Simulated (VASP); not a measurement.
A run of VASP 6.6.1:

INCAR

```
SYSTEM = BeTe
PREC = Accurate ; ENCUT = 520
EDIFF = 1E-6 ; ISMEAR = 0
SIGMA = 0.028000000000000004 ; LREAL = .FALSE.
LASPH = .TRUE. ; NELM = 100
ALGO = Normal ; ISIF = 2
LWAVE = .FALSE. ; LCHARG = .FALSE.
GGA = PE ; NBANDS = 11
```

File KPOINTS:

```
Automatic mesh
0
G
  8 8 8
  0 0 0
```

The input POSCAR:

```
BeTe
1.0
    0.0000000000      2.7700000000      2.7700000000
    2.7700000000      0.0000000000      2.7700000000
    2.7700000000      2.7700000000      0.0000000000
Te Be
1 1
Direct
    0.7500000000      0.7500000000      0.7500000000
    0.0000000000      0.0000000000      0.0000000000
```

Potentials or basis: VASP PAW PBE potentials, release 64 (Te, Be).

Command:

```console
$ cat potpaw_PBE.64/Te/POTCAR potpaw_PBE.64/Be/POTCAR > POTCAR
$ mpirun -np 1 vasp_std > vasp.out
```

Hardware: 1 thread of AMD EPYC 9R45 (Zen 5), with other jobs on the host.

Task: Estimate the wall time of this run.

Result: Wall time 9.6 s on 1 thread of AMD EPYC 9R45 (Zen 5), with other jobs on the host, peak memory 0.13 GiB. Counts: scf iterations 13, k points 29.
